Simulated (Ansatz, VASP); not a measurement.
## Cu in VASP and in Ansatz

```
CELL_PARAMETERS angstrom
0.00000 1.80750 1.86173
1.80750 0.00000 1.86173
1.80750 1.80750 0.00000
ATOMIC_POSITIONS crystal
Cu 0.00000 0.00000 0.00000
```

Change from the starting cell: zz strain of +3 %.

Alike in both runs: task single point; functional PBEsol; k mesh 19 × 19 × 19; occupations fermi-dirac, width 0.08 eV; no spin polarisation.

```csv
,VASP,Ansatz
version,VASP 6.6.1,Ansatz 0.2.0
potentials or method,"VASP PAW PBE potentials, release 64 (Cu), cutoff 520 eV","all-electron LAPW, scalar-relativistic"
```

VASP gave:

```
pressure (GPa)                                  : -9.5
largest component of the traceless stress (GPa) : 0.98
```

Question: What did Ansatz give for the same quantities?

Answer: Pressure (GPa): -10.2; largest component of the traceless stress (GPa): 1.00.

Ansatz ran all-electron here, so the differences hold the error of VASP's frozen core and of both bases.

Caveats: the PAW data sets were made with another functional, which shifts forces and pressure a little (VASP).
